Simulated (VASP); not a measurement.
# RuS (Fm-3m) in VASP: a series of runs

Runs on RuS. Level: r2SCAN+U. Tasks: single point.

Program: VASP 6.6.1. These are calculated values, not measurements. Logs are shortened: lines on timing, memory, paths and dates and some standing lists are left out, and cuts for length are marked.

## 1. The structure

The structure is cubic, space group Fm-3m (No. 225). The conventional cell has a = 5.094 Å, b = 5.094 Å, c = 5.094 Å, α = 90.00°, β = 90.00°, γ = 90.00°. Ru (site symmetry m-3m) is surrounded by 6 S at 2.55 Å. S (site symmetry m-3m) has 6 Ru at 2.55 Å as nearest neighbours.

The cell comes from a database or a generator and needn't be the stable form of this composition.

## 2. Single point, r2SCAN+U, collinear spin, antiferromagnetic start

INCAR reads:

```
SYSTEM = RuS
ALGO     = Normal         ! electronic algorithm
EDIFF    = 1E-6           ! SCF threshold, eV
ENCUT    = 520            ! plane-wave cutoff, eV
ISIF     = 2              ! what is computed and relaxed
ISMEAR   = 0              ! smearing method
ISPIN    = 2              ! spin polarisation
LASPH    = .TRUE.         ! aspherical terms in the spheres
LCHARG   = .TRUE.         ! write CHGCAR
LDAU     = .TRUE.         ! DFT+U
LDAUJ    = 0 0          
LDAUL    = 2 -1           ! shell
LDAUPRINT= 1            
LDAUTYPE = 2            
LDAUU    = 6 0            ! U, eV
LELF     = .TRUE.         ! ELF
LMAXMIX  = 4              ! l up to which the mixer works
LMIXTAU  = .TRUE.       
LORBIT   = 11             ! projections on sites
LREAL    = .FALSE.        ! projectors in reciprocal space
LVHAR    = .TRUE.       
LWAVE    = .FALSE.        ! write WAVECAR
MAGMOM   = 1 -1 0 0       ! initial moments
METAGGA  = R2SCAN         ! meta-GGA
NBANDS   = 32             ! bands
NELM     = 100            ! most SCF steps
PREC     = Accurate       ! precision mode
SIGMA    = 0.05           ! smearing width, eV
```

KPOINTS reads:

```
k-points
0
G
  6 6 6
  0 0 0
```

POSCAR reads:

```
RuS
1.0
    2.5467554600      2.5467554600      5.0935109200
    2.5467554600     -2.5467554600      0.0000000000
    2.5467554600      2.5467554600      0.0000000000
Ru S
2 2
Direct
    0.5000000000      0.0000000000      0.5000000000
    0.0000000000      0.5000000000      0.5000000000
    0.0000000000      0.0000000000      0.0000000000
    0.5000000000      0.5000000000      0.0000000000
```

Potentials or basis: VASP PAW PBE potentials, release 64 (Ru_pv, S).

On the command line:

```
cat potpaw_PBE.64/Ru_pv/POTCAR potpaw_PBE.64/S/POTCAR > POTCAR
mpirun -np 1 vasp_std > vasp.out
```

OUTCAR:

```text
SYSTEM = RuS
   EDIFF = 1E-6
   ENCUT = 520
   ISIF = 2
   ISMEAR = 0
   ISPIN = 2
   LASPH = .TRUE.
   LORBIT = 11
   LREAL = .FALSE.
   METAGGA = R2SCAN
   NELM = 100
   PREC = Accurate

 ion  position               nearest neighbor table
   1  0.500  0.000  0.500-   4 2.55   3 2.55   4 2.55   4 2.55   4 2.55   3 2.55
   2  0.000  0.500  0.500-   3 2.55   3 2.55   4 2.55   3 2.55   3 2.55   4 2.55
   3  0.000  0.000  0.000-   2 2.55   1 2.55   2 2.55   2 2.55   2 2.55   1 2.55
   4  0.500  0.500  0.000-   1 2.55   1 2.55   2 2.55   1 2.55   1 2.55   2 2.55

  LATTYP: Found a simple tetragonal cell.
 ALAT       =     3.6016561116
 C/A-ratio  =     1.4142135624

  Lattice vectors:

 A1 = (   2.5467554600,  -2.5467554600,   0.0000000000)
 A2 = (   2.5467554600,   2.5467554600,   0.0000000000)
 A3 = (   0.0000000000,   0.0000000000,   5.0935109200)

Analysis of symmetry for initial positions (statically):
=====================================================================
 Subroutine PRICEL returns following result:

  LATTYP: Found a face centered cubic cell.
 ALAT       =     5.0935109200
[... 12 lines left out ...]
 Subroutine GETGRP returns: Found 16 space group operations
 (whereof 16 operations were pure point group operations)
 out of a pool of 16 trial point group operations.

The static configuration has the point symmetry D_4h.

Analysis of symmetry for dynamics (positions and initial velocities):
=====================================================================
 Subroutine PRICEL returns following result:

  LATTYP: Found a face centered cubic cell.
 ALAT       =     5.0935109200
[... 12 lines left out ...]
 Subroutine GETGRP returns: Found 16 space group operations
 (whereof 16 operations were pure point group operations)
 out of a pool of 16 trial point group operations.

The dynamic configuration has the point symmetry D_4h.

Analysis of structural, dynamic, and magnetic symmetry:
=====================================================================
 Subroutine PRICEL returns following result:

  LATTYP: Found a face centered cubic cell.
 ALAT       =     5.0935109200
[... 12 lines left out ...]
 Subroutine GETGRP returns: Found 16 space group operations
 (whereof 16 operations were pure point group operations)
 out of a pool of 16 trial point group operations.

The overall configuration has the point symmetry D_4h.

 Subroutine INISYM returns: Found 16 space group operations
 (whereof 16 operations are pure point group operations),
 and found     2 'primitive' translations

----------------------------------------------------------------------------------------

                                     Primitive cell

  volume of cell :      33.0363

  direct lattice vectors                    reciprocal lattice vectors
     2.546755460  0.000000000  2.546755460     0.196328233 -0.196328233  0.196328233
     2.546755460  2.546755460  0.000000000     0.196328233  0.196328233 -0.196328233
     0.000000000  2.546755460  2.546755460    -0.196328233  0.196328233  0.196328233

  length of vectors
     3.601656112  3.601656112  3.601656112     0.340050475  0.340050475  0.340050475

  position of ions in fractional coordinates (direct lattice)
     0.500000000  0.500000000  0.500000000
     0.000000000  0.000000000  0.000000000

  ion indices of the primitive-cell ions
   primitive index   ion index
                 1           1
                 2           3
[... 149 lines left out ...]

  o =  0.0286  v =  0.0000  0.0000  0.0000  0.0000  0.0000  1.0000  0.0000  0.0000 -0.0000  0.0000      0.0000  0.0000  0.0000  0.0000  0.0000  0.0000  0.0000  0.0000  0.0000  0.0000
  o =  0.1189  v =  0.0000  0.0000  0.0000  0.0000  0.0000  0.0000  0.0000 -1.0000 -0.0000 -0.0000      0.0000  0.0000  0.0000  0.0000  0.0000  0.0000  0.0000  0.0000  0.0000  0.0000
  o =  0.1438  v =  0.0000  0.0000  0.0000  0.0000  0.0000  0.0000 -0.0000  0.0000  0.0000 -1.0000      0.0000  0.0000  0.0000  0.0000  0.0000  0.0000  0.0000  0.0000  0.0000  0.0000
  o =  0.6271  v =  0.0000  0.0000 -1.0000 -0.0000  0.0000  0.0000  0.0000  0.0000  0.0000  0.0000      0.0000  0.0000  0.0000  0.0000  0.0000  0.0000  0.0000  0.0000  0.0000  0.0000
  o =  0.7839  v =  0.0000  0.0000 -0.0000 -0.0000 -1.0000  0.0000  0.0000  0.0000  0.0000  0.0000      0.0000  0.0000  0.0000  0.0000  0.0000  0.0000  0.0000  0.0000  0.0000  0.0000
  o =  0.8660  v =  0.0000  0.0000  0.0000  0.0000  0.0000  0.0000 -0.9740 -0.0000  0.2264  0.0000      0.0000  0.0000  0.0000  0.0000  0.0000  0.0000  0.0000  0.0000  0.0000  0.0000
  o =  0.8660  v =  0.0000  0.0000  0.0000  0.0000  0.0000 -0.0000 -0.2264  0.0000 -0.9740 -0.0000      0.0000  0.0000  0.0000  0.0000  0.0000  0.0000  0.0000  0.0000  0.0000  0.0000
  o =  0.8934  v =  0.0000 -0.9999 -0.0000  0.0167 -0.0000  0.0000  0.0000  0.0000  0.0000  0.0000      0.0000  0.0000  0.0000  0.0000  0.0000  0.0000  0.0000  0.0000  0.0000  0.0000
  o =  0.8934  v =  0.0000 -0.0167  0.0000 -0.9999 -0.0000  0.0000  0.0000  0.0000  0.0000  0.0000      0.0000  0.0000  0.0000  0.0000  0.0000  0.0000  0.0000  0.0000  0.0000  0.0000
  o =  0.8998  v =  1.0000  0.0000  0.0000  0.0000  0.0000  0.0000  0.0000  0.0000  0.0000  0.0000      0.0000  0.0000  0.0000  0.0000  0.0000  0.0000  0.0000  0.0000  0.0000  0.0000

atom =   2  type =  1  l = 2

 onsite density matrix

spin component  1

  0.0286 -0.0000 -0.0000  0.0000  0.0000
 -0.0000  0.8660 -0.0000 -0.0000  0.0000
 -0.0000 -0.0000  0.1189  0.0000 -0.0000
  0.0000 -0.0000  0.0000  0.8660  0.0000
  0.0000  0.0000 -0.0000  0.0000  0.1438

spin component  2

  0.8998  0.0000 -0.0000 -0.0000 -0.0000
  0.0000  0.8934  0.0000 -0.0000  0.0000
 -0.0000  0.0000  0.6271 -0.0000 -0.0000
 -0.0000 -0.0000 -0.0000  0.8934 -0.0000
 -0.0000  0.0000 -0.0000 -0.0000  0.7839

 occupancies and eigenvectors

  o =  0.0286  v =  1.0000  0.0000  0.0000  0.0000  0.0000  0.0000  0.0000  0.0000  0.0000  0.0000      0.0000  0.0000  0.0000  0.0000  0.0000  0.0000  0.0000  0.0000  0.0000  0.0000
  o =  0.1189  v =  0.0000  0.0000 -1.0000 -0.0000  0.0000  0.0000  0.0000  0.0000  0.0000  0.0000      0.0000  0.0000  0.0000  0.0000  0.0000  0.0000  0.0000  0.0000  0.0000  0.0000
  o =  0.1438  v =  0.0000 -0.0000 -0.0000 -0.0000 -1.0000  0.0000  0.0000  0.0000  0.0000  0.0000      0.0000  0.0000  0.0000  0.0000  0.0000  0.0000  0.0000  0.0000  0.0000  0.0000
  o =  0.6271  v =  0.0000  0.0000  0.0000  0.0000  0.0000  0.0000 -0.0000  1.0000  0.0000  0.0000      0.0000  0.0000  0.0000  0.0000  0.0000  0.0000  0.0000  0.0000  0.0000  0.0000
  o =  0.7839  v =  0.0000  0.0000  0.0000  0.0000  0.0000  0.0000 -0.0000  0.0000  0.0000 -1.0000      0.0000  0.0000  0.0000  0.0000  0.0000  0.0000  0.0000  0.0000  0.0000  0.0000
  o =  0.8660  v =  0.0000 -0.7020 -0.0000  0.7122  0.0000  0.0000  0.0000  0.0000  0.0000  0.0000      0.0000  0.0000  0.0000  0.0000  0.0000  0.0000  0.0000  0.0000  0.0000  0.0000
  o =  0.8660  v =  0.0000  0.7122  0.0000  0.7020  0.0000  0.0000  0.0000  0.0000  0.0000  0.0000      0.0000  0.0000  0.0000  0.0000  0.0000  0.0000  0.0000  0.0000  0.0000  0.0000
  o =  0.8934  v =  0.0000  0.0000  0.0000  0.0000  0.0000  0.0000  0.6562  0.0000 -0.7545 -0.0000      0.0000  0.0000  0.0000  0.0000  0.0000  0.0000  0.0000  0.0000  0.0000  0.0000
  o =  0.8934  v =  0.0000  0.0000  0.0000  0.0000  0.0000  0.0000  0.7545  0.0000  0.6562 -0.0000      0.0000  0.0000  0.0000  0.0000  0.0000  0.0000  0.0000  0.0000  0.0000  0.0000
  o =  0.8998  v =  0.0000  0.0000  0.0000  0.0000  0.0000  1.0000  0.0000  0.0000  0.0000  0.0000      0.0000  0.0000  0.0000  0.0000  0.0000  0.0000  0.0000  0.0000  0.0000  0.0000

 number of electron      40.0000004 magnetization      -0.0000000

 Free energy of the ion-electron system (eV)
  ---------------------------------------------------
  ext. energy  EPLUGINS =         0.00000000
  ---------------------------------------------------
  free energy    TOTEN  =       -56.77744347 eV

  energy without entropy =      -56.77613951  energy(sigma->0) =      -56.77679149

 E-fermi :   8.4629     XC(G=0): -12.3067

 val. band max:        8.4220428771   @ k =  -0.3333   0.3333   0.1667
 cond. band min:       8.5136789525   @ k =   0.1667   0.3333   0.3333
 fundamental gap:      0.0916360754
 Fermi energy:         8.4628858238

 spin component 1

 k-point     1 :       0.0000    0.0000    0.0000
  band No.  band energies     occupation
      1     -36.2411      1.00000
      2     -36.2411      1.00000
      3     -35.1216      1.00000
      4     -33.6520      1.00000
      5     -33.5938      1.00000
      6     -33.5935      1.00000
[... 1673 lines left out ...]
     31      17.4933      0.00000
     32      18.3918      0.00000

 [... further k-points ...]

------------------------ aborting loop because EDIFF is reached ----------------------------------------

  FORCE on cell =-STRESS in cart. coord.  units (eV):
  Direction    XX          YY          ZZ          XY          YZ          ZX
  --------------------------------------------------------------------------------------
  -------------------------------------------------------------------------------------
  Total        3.6631119      3.6631119      2.2709244      0.0000000      0.0000000      0.0000000
  in kB       88.8257819     88.8257819     55.0670132      0.0000000      0.0000000      0.0000000
  external PRESSURE =      77.5728590 kB  Pullay stress =       0.0000000 kB

 VOLUME and BASIS-vectors are now :
 -----------------------------------------------------------------------------
  energy-cutoff  :      520.00
  volume of cell :       66.07
      direct lattice vectors                 reciprocal lattice vectors
     2.546755460  2.546755460  5.093510920     0.000000000  0.000000000  0.196328233
     2.546755460 -2.546755460  0.000000000     0.196328233 -0.196328233  0.000000000
     2.546755460  2.546755460  0.000000000     0.196328233  0.196328233 -0.196328233

 POSITION                                       TOTAL-FORCE (eV/Angst)
 -----------------------------------------------------------------------------------
      2.54676      2.54676      2.54676        -0.000000      0.000000      0.000000
      2.54676      0.00000      0.00000         0.000000     -0.000000     -0.000000
      0.00000      0.00000      0.00000         0.000000      0.000000     -0.000000
      2.54676      0.00000      2.54676         0.000000      0.000000     -0.000000
 -----------------------------------------------------------------------------------
    total drift:                               -0.000000     -0.000000      0.000000

  FREE ENERGIE OF THE ION-ELECTRON SYSTEM (eV)
  ---------------------------------------------------
  free  energy   TOTEN  =       -56.7774434688 eV

  energy  without entropy=      -56.7761395083  energy(sigma->0) =      -56.77679149

 total charge

# of ion       s       p       d       tot
------------------------------------------
    1        0.239   6.147   6.077  12.462
    2        0.239   6.147   6.077  12.462
    3        1.321   2.428   0.000   3.749
    4        1.321   2.428   0.000   3.749
--------------------------------------------------
tot          3.120  17.151  12.153  32.424

 magnetization (x)

# of ion       s       p       d       tot
------------------------------------------
    1        0.045   0.017   2.065   2.126
    2       -0.045  -0.017  -2.065  -2.126
    3       -0.014  -0.007   0.000  -0.021
    4        0.014   0.007   0.000   0.021
--------------------------------------------------
tot          0.000   0.000  -0.000  -0.000
```

Run time: 14 min. Hardware: 1 thread of Intel Xeon Platinum 8375C at 2.90GHz (Ice Lake), shared host; peak memory 0.31 GiB.

The run converged, but a check on its numbers failed (symmetry, net force, bounds or a known fault of this set-up), so they aren't taken as properties of the crystal.

Caveat: the result breaks the symmetry of the cell; the PAW data sets were made with another functional, which shifts forces and pressure a little.

[end of part 1 of 2]
